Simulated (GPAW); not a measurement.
Write an ASE script for GPAW 26.7.0 that does the following.

* Task: Fermi surface
* Functional: r2SCAN
* Potentials or basis: GPAW PAW data sets (gpaw-data 1.2.1)
* Cutoff: 600 eV
* Basis: pw
* k mesh: 13 × 13 × 13
* Occupations: fermi-dirac, width 0.05 eV
* Spin: no spin polarisation
* Maxiter: 150
* Fermi k mesh: 20 × 20 × 20

The structure of Cu lies in Cu.cif:

```cif
data_Cu
_cell_length_a 2.88558664
_cell_length_b 2.88558664
_cell_length_c 2.75216290
_cell_angle_alpha 90.00000000
_cell_angle_beta 90.00000000
_cell_angle_gamma 90.00000000
_space_group_name_H-M_alt 'I4/mmm'
_space_group_name_Hall '-I 4 2'
_space_group_IT_number 139
loop_
_space_group_symop_operation_xyz
'x,y,z'
'-x,-y,-z'
'-y,x,z'
'y,-x,-z'
'-x,-y,z'
'x,y,-z'
'y,-x,z'
'-y,x,-z'
'x,-y,-z'
'-x,y,z'
'-y,-x,-z'
'y,x,z'
'-x,y,-z'
'x,-y,z'
'y,x,-z'
'-y,-x,z'
'x+1/2,y+1/2,z+1/2'
'-x+1/2,-y+1/2,-z+1/2'
'-y+1/2,x+1/2,z+1/2'
'y+1/2,-x+1/2,-z+1/2'
'-x+1/2,-y+1/2,z+1/2'
'x+1/2,y+1/2,-z+1/2'
'y+1/2,-x+1/2,z+1/2'
'-y+1/2,x+1/2,-z+1/2'
'x+1/2,-y+1/2,-z+1/2'
'-x+1/2,y+1/2,z+1/2'
'-y+1/2,-x+1/2,-z+1/2'
'y+1/2,x+1/2,z+1/2'
'-x+1/2,y+1/2,-z+1/2'
'x+1/2,-y+1/2,z+1/2'
'y+1/2,x+1/2,-z+1/2'
'-y+1/2,-x+1/2,z+1/2'
loop_
_atom_site_label
_atom_site_type_symbol
_atom_site_symmetry_multiplicity
_atom_site_Wyckoff_symbol
_atom_site_fract_x
_atom_site_fract_y
_atom_site_fract_z
_atom_site_occupancy
Cu1 Cu 2 a 0.0000000000 0.0000000000 0.0000000000 1
```

This isn't the form of Cu at room conditions, which is fcc.

One way to write it, as run:

run.py

```python
import json
import numpy as np
import spglib
from ase import Atoms
from ase.dft.bandgap import bandgap
from ase.io import read, write
from ase.units import GPa
from gpaw import GPAW, PW

atoms = read('Cu.cif')
cell, positions, numbers = spglib.find_primitive(
    (atoms.cell[:], atoms.get_scaled_positions(), atoms.numbers), symprec=1e-4)
atoms = Atoms(numbers, cell=cell, scaled_positions=positions, pbc=True)

calc = GPAW(mode=PW(600),
            xc='MGGA_X_R2SCAN+MGGA_C_R2SCAN',
            kpts={'size': (13, 13, 13), 'gamma': True},
            occupations={'name': 'fermi-dirac', 'width': 0.05},
            nbands=14,
            convergence={'density': 1e-05, 'energy': 1e-05},
            maxiter=150,
            txt='gpaw.txt')
atoms.calc = calc
energy = atoms.get_potential_energy()
forces = atoms.get_forces()
stress = atoms.get_stress()
calc.write('gs.gpw')
write('result.traj', atoms)
print(f'Energy: {energy:.6f} eV')
print('Forces (eV/A):')
print(forces.round(4))
print('Stress (GPa):', (stress / GPa).round(3))
print('Fermi level:', round(calc.get_fermi_level(), 4), 'eV')
print(f'Gap: {bandgap(calc)[0]:.4f} eV, direct: {bandgap(calc, direct=True)[0]:.4f} eV')

size = (20, 20, 20)
dense = calc.fixed_density(kpts={'size': size, 'gamma': True}, update_fermi_level=True,
                           convergence={'bands': 'CBM+2.0', 'eigenstates': 1e-7}, txt='dense.txt')
ef = dense.get_fermi_level()
index = np.round(dense.get_bz_k_points() * size).astype(int) % size
recip = 2 * np.pi * atoms.cell.reciprocal()
sheets = []
for s, e_kn in enumerate(dense.eigenvalues()):
    for n in range(e_kn.shape[1] - 2):
        if e_kn[:, n].min() < ef < e_kn[:, n].max():
            e = np.empty(size)
            e[tuple(index.T)] = e_kn[dense.get_bz_to_ibz_map(), n] - ef
            de = np.array([(np.roll(e, -1, c) - np.roll(e, 1, c)) * size[c] / 2 for c in range(3)])
            v = np.linalg.norm(np.einsum('vc,cxyz->vxyz', np.linalg.inv(recip), de), axis=0)
            w = np.exp(-(e / 0.1)**2) / (0.1 * np.pi**0.5)
            sheets.append({'spin': s, 'band': n, 'filled': (e < 0).mean(), 'dos': w.mean(), 'bottom': e.min(), 'top': e.max(),
                           'velocity': (w * v).sum() / w.sum() * 1.519267e5, 'slice': e[:, :, 0].round(3).tolist()})
            print(f'spin {s} band {n}: filled share {sheets[-1]["filled"]:.3f}, from {e.min():.3f} to {e.max():.3f} eV,',
                  f'{w.mean():.3f} states/eV, mean velocity {sheets[-1]["velocity"]:.3e} m/s')
print('Fermi level on the dense mesh:', round(ef, 4), 'eV,', len(sheets), 'sheets')
json.dump({'ef': ef, 'sheets': sheets}, open('fermi.json', 'w'))
```

Potentials or basis: GPAW PAW data sets (gpaw-data 1.2.1), pw.

The run is started by

```bash
$ OMP_NUM_THREADS=1 python run.py
```

It gave:

The pressure is 2.1 GPa. The band gap on the k mesh is none (metal or under the smearing width).

Caveat: with this Cu data set, volumes or pressures lay over 1.5 % or 2 GPa off other programs in two to four cells of ten; the PAW data sets were made with another functional, which shifts forces and pressure a little.

It took 110 s on 1 thread of Arm Neoverse V2, with other jobs on the host, peak memory 0.34 GiB.
